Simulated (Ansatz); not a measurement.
Structure: GaP in the zincblende structure, at its r2SCAN minimum. The symmetry is F-43m (No. 216, cubic); conventional cell a = 5.451 Å, 20.24 Å³ an atom. Ga has 4 P at 2.36 Å; P has 4 Ga at 2.36 Å.

```
CELL_PARAMETERS angstrom
0.00000 2.72540 2.72540
2.72540 0.00000 2.72540
2.72540 2.72540 0.00000
ATOMIC_POSITIONS crystal
Ga 0.00000 0.00000 0.00000
P 0.25000 0.25000 0.25000
```

3 runs of the plane-wave code Ansatz on this cell differ in the functional (and in the settings that go with it). Levels are in eV from each run's valence top; v1 is the last filled band, c1 the first empty one.

Run A, mean stress +2.5 GPa (compression positive):

| point | v4 | v3 | v2 | v1 | c1 | c2 |
| --- | --- | --- | --- | --- | --- | --- |
| Γ | -12.49 | 0.00 | 0.00 | 0.00 | 1.83 | 3.89 |
| X | -9.53 | -6.75 | -2.68 | -2.68 | 1.66 | 1.82 |
| U | -9.56 | -6.54 | -3.94 | -2.25 | 2.19 | 4.80 |

Run B, mean stress +0.7 GPa (compression positive):

| point | v4 | v3 | v2 | v1 | c1 | c2 |
| --- | --- | --- | --- | --- | --- | --- |
| Γ | -13.78 | 0.00 | 0.00 | 0.00 | 2.80 | 4.77 |
| X | -10.57 | -7.33 | -2.93 | -2.93 | 2.29 | 2.56 |
| U | -10.62 | -7.09 | -4.28 | -2.45 | 2.91 | 5.74 |

Run C, mean stress +0.5 GPa (compression positive):

| point | v4 | v3 | v2 | v1 | c1 | c2 |
| --- | --- | --- | --- | --- | --- | --- |
| Γ | -13.88 | 0.00 | 0.00 | 0.00 | 3.44 | 5.45 |
| X | -10.67 | -7.43 | -2.97 | -2.97 | 2.96 | 3.24 |
| U | -10.71 | -7.19 | -4.36 | -2.49 | 3.59 | 6.45 |

Question: Match the runs to PBE, HSE06, PBE0.

Answer: A is PBE, B is HSE06, C is PBE0. In order of the gap: PBE 1.60, HSE06 2.26, PBE0 2.93 eV.

No spin polarisation and no zero-point or thermal motion.

The program warns that its thresholds are loose for a hybrid's stress.

The meshes of the hybrids are coarse, so their gaps aren't converged to the digits shown.
